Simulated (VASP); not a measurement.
A run of VASP 6.6.1 is set up as follows.

Contents of INCAR:

```
SYSTEM = BeTe
ALGO = Fast ; EDIFF = 1E-7
EDIFFG = -0.02 ; ENCUT = 600
GGA = PE ; IBRION = 2
ISIF = 3 ; ISMEAR = -1
LASPH = .TRUE. ; LCHARG = .FALSE.
LREAL = .FALSE. ; LWAVE = .FALSE.
NELM = 80 ; NSW = 40
PREC = Accurate ; SIGMA = 0.05
```

KPOINTS

```
k-points
0
G
  8 8 8
  0 0 0
```

File POSCAR:

```
BeTe
1.0
    0.0000000000      2.7700000000      2.7700000000
    2.7700000000      0.0000000000      2.7700000000
    2.7700000000      2.7700000000      0.0000000000
Te Be
1 1
Direct
    0.7500000000      0.7500000000      0.7500000000
    0.0000000000      0.0000000000      0.0000000000
```

Potentials or basis: VASP PAW PBE potentials, release 64 (Te, Be).

The run is started by

```bash
$ cat potpaw_PBE.64/Te/POTCAR potpaw_PBE.64/Be/POTCAR > POTCAR
$ mpirun -np 1 vasp_std > vasp.out
```

Problem. Estimate the relaxed cell.

Solution. a = 4.008 Å, b = 4.008 Å, c = 4.008 Å, α = 60.00°, β = 60.00°, γ = 60.00°.

Problem. Estimate the relaxed volume.

Solution. 22.76 Å³/atom.

Final structure:
```xyz
2
Lattice="0.0000 2.8339 2.8339 2.8339 0.0000 2.8339 2.8339 2.8339 0.0000" Properties=species:S:1:pos:R:3 pbc="T T T"
Te    4.2509    4.2509    4.2509
Be    0.0000    0.0000    0.0000
```

 Zero-point motion and thermal expansion aren't in these numbers.
